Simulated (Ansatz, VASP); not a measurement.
One calculation of Re, two programs

INCAR

```
SYSTEM = Re
PREC     = Accurate       ! precision mode
ENCUT    = 520            ! plane-wave cutoff, eV
EDIFF    = 1E-6           ! SCF threshold, eV
ISMEAR   = -1             ! smearing method
SIGMA    = 0.05           ! smearing width, eV
LREAL    = .FALSE.        ! projectors in reciprocal space
LASPH    = .TRUE.         ! aspherical terms in the spheres
NELM     = 100            ! most SCF steps
ALGO     = Fast           ! electronic algorithm
ISIF     = 2              ! what is computed and relaxed
LWAVE    = .FALSE.        ! write WAVECAR
LCHARG   = .FALSE.        ! write CHGCAR
GGA      = PS             ! functional
NBANDS   = 14             ! bands
```

The input KPOINTS:

```
Automatic mesh
0
G
  11 11 6
  0 0 0
```

POSCAR

```
Re
1.0
    2.7234873179      0.0000000000      0.0000000000
   -1.3617436590      2.3586092042      0.0000000000
    0.0000000000      0.0000000000      4.3979466679
Re
2
Direct
    0.6666666667      0.3333333333      0.7500000000
    0.3333333333      0.6666666667      0.2500000000
```

File input.yaml:

```yaml
crystal:
  lattice:
    - [2.7234873179, 0.0, 0.0]
    - [-1.361743659, 2.3586092042, 0.0]
    - [0.0, 0.0, 4.3979466679]
  atoms:
    - { symbol: Re, position: [0.6666666667, 0.3333333333, 0.75] }
    - { symbol: Re, position: [0.3333333333, 0.6666666667, 0.25] }
hamiltonian:
  xc: pbesol
  pseudopotentials: { kind: paw }
kpoints:
  mp_grid: { grid: [11, 11, 6] }
scf:
  occupations: { method: fermi_dirac, width: 0.05 }
output:
  forces: true
  stress: true
  eigenvalues: true
  write_density: true
  write_potential: true
  elf: true
  volumetric_format: npy
```

Alike in both runs: task single point; functional PBEsol; k mesh 11 × 11 × 6; occupations fermi-dirac, width 0.05 eV; no spin polarisation.

|  | VASP | Ansatz |
| --- | --- | --- |
| version | VASP 6.6.1 | Ansatz 0.2.0 |
| potentials or method | VASP PAW PBE potentials, release 64 (Re) | Ansatz PAW |
| plane-wave cutoff (eV) | 520 | 420 |
| valence electrons in the cell | 14 | 30 |

```csv
,VASP,Ansatz,Ansatz less VASP
gap on the k mesh at the Fermi level (eV),none,none,-
pressure (GPa),12.8,12.4,-0.42
largest component of the traceless stress (GPa),0.06,0.15,+0.087
```

A gap of «none» marks a metal or a gap that the smearing closes. The two sets of potentials don't hold the same shells in valence.

Caveats: the PAW data sets were made with another functional, which shifts forces and pressure a little (VASP); the PAW data sets come from PBE, with cores solved anew for the run's functional, which leaves a small shift of forces and pressure (Ansatz). Spin-orbit coupling is left out, which matters for the levels of Re.
